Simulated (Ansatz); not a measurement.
Input of an Ansatz 0.2.0 run:

Contents of input.yaml:

```yaml
crystal:
  lattice:
    - [5.21946336, 0.0, 0.0]
    - [0.0, 5.00476369, 0.0]
    - [0.0, 0.0, 5.03268505]
  atoms:
    - { symbol: Hf, position: [0.966994, 0.73252082, 0.74144035] }
    - { symbol: Hf, position: [0.533006, 0.73252082, 0.24144035] }
    - { symbol: Hf, position: [0.466994, 0.26747918, 0.74144035] }
    - { symbol: Hf, position: [0.033006, 0.26747918, 0.24144035] }
    - { symbol: O, position: [0.63212745, 0.9286454, 0.87926726] }
    - { symbol: O, position: [0.86787255, 0.9286454, 0.37926726] }
    - { symbol: O, position: [0.23394852, 0.53988305, 0.49229239] }
    - { symbol: O, position: [0.26605148, 0.53988305, 0.99229239] }
    - { symbol: O, position: [0.76605148, 0.46011695, 0.99229239] }
    - { symbol: O, position: [0.73394852, 0.46011695, 0.49229239] }
    - { symbol: O, position: [0.13212745, 0.0713546, 0.87926726] }
    - { symbol: O, position: [0.36787255, 0.0713546, 0.37926726] }
hamiltonian:
  xc: r2scan
  pseudopotentials: { kind: paw }
  dispersion: d3bj
kpoints:
  mp_grid: { grid: [5, 6, 5] }
scf:
  occupations: { method: fermi_dirac, width: 0.05 }
output:
  forces: true
  stress: true
relax:
  f_tol: 0.01
  max_steps: 40
  cell: { stress_tol: 0.05 }
```

Potentials or basis: Ansatz PAW.

Launch:

```bash
$ ansatz run input.yaml --threads 2 --pin off --max-ram 5120MiB --backend cpu --events-out ev --progress --plain --runs-dir out
```

Estimate the relaxed volume.

11.05 Å³/atom.

Predict the space group after relaxing (to 0.05 Å).

Pca2_1 (No. 29).

Step by step:
| step | energy change (eV) | largest force (eV/Å) | volume (Å³) |
| --- | --- | --- | --- |
| 1 | 0.0000 | 0.0661 | 131.46 |
| 2 | -0.0073 | 0.0194 | 132.83 |
| 3 | -0.0079 | 0.0188 | 132.59 |
| 4 | -0.0080 | 0.0053 | 132.59 |
| 5 | -0.0086 | 0.0053 | 132.59 |

Caveat: the plane-wave basis is chosen anew once the cell has moved, so the energies of steps on either side of that aren't comparable; the PAW data sets come from PBE, with cores solved anew for the run's functional, which leaves a small shift of forces and pressure; the dispersion damping was fitted for another functional or another form of the correction.
